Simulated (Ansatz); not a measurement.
System: rutile GeO2. Method: r²SCAN in Ansatz (plane waves, PAW).

Settings: plane-wave cutoff 500 eV, 6×10×1 k mesh (along the axes of the cell as run), gaussian smearing 0.02 eV, scalar-relativistic PAW data made under PBE.

Question: Predict the surface energy of the (100) face and ionisation potential of the slab.

Answer: 
- surface energy of the (100) face = 1.19 J/m²
- ionisation potential of the slab = 8.74 eV

The slab of 18 atoms is relaxed and unreconstructed.

Computed values are for the static lattice.

Ansatz is a quantum-chemistry and plane-wave program.
